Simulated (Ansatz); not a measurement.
```
CELL_PARAMETERS angstrom
0.00000 1.78350 1.78350
1.78350 0.00000 1.78350
1.78350 1.78350 0.00000
ATOMIC_POSITIONS crystal
C 0.00000 0.00000 0.00000
C 0.25000 0.25000 0.25000
```

* datasets: all-electron datasets in plane waves (scalar-relativistic, Gaussian nuclei)
* k mesh: 4×4×4
* empty bands: 73
* response cutoff: 200 eV
* frequencies: contour deformation
* q → 0 term: analytic weight of Carrier, Rohra and Görling
* band sums: cut at the band count

A G0W0 run in Ansatz gave a mean-field gap (from Γ to k = (0, 0.25, 0.25)) of 4.44 eV and a quasiparticle gap of 5.86 eV, with ε∞ = 7.0 on this mesh.

Which functional supplied the orbitals?
A. r²SCAN
B. PBE

B. For comparison, on the same cell, mesh, edges, bands and response cutoff: r²SCAN 4.66 → 5.99 eV. Wave cutoffs: PBE 2970 eV, r²SCAN 2970 eV.

The cell is a model at fixed atoms and needn't be the relaxed known crystal. Points k are given in fractions of the reciprocal vectors. The mesh is coarse, so these are values at the stated settings, not converged ones. Band sums or response are cut, so the gap isn't at its basis limit. The gap is read on the mesh, and the crystal's band edges can lie off it. With r²SCAN or HSE06 the Kohn-Sham levels are generalised ones. Meshes this coarse can overestimate the dielectric constant by a tenth and more.
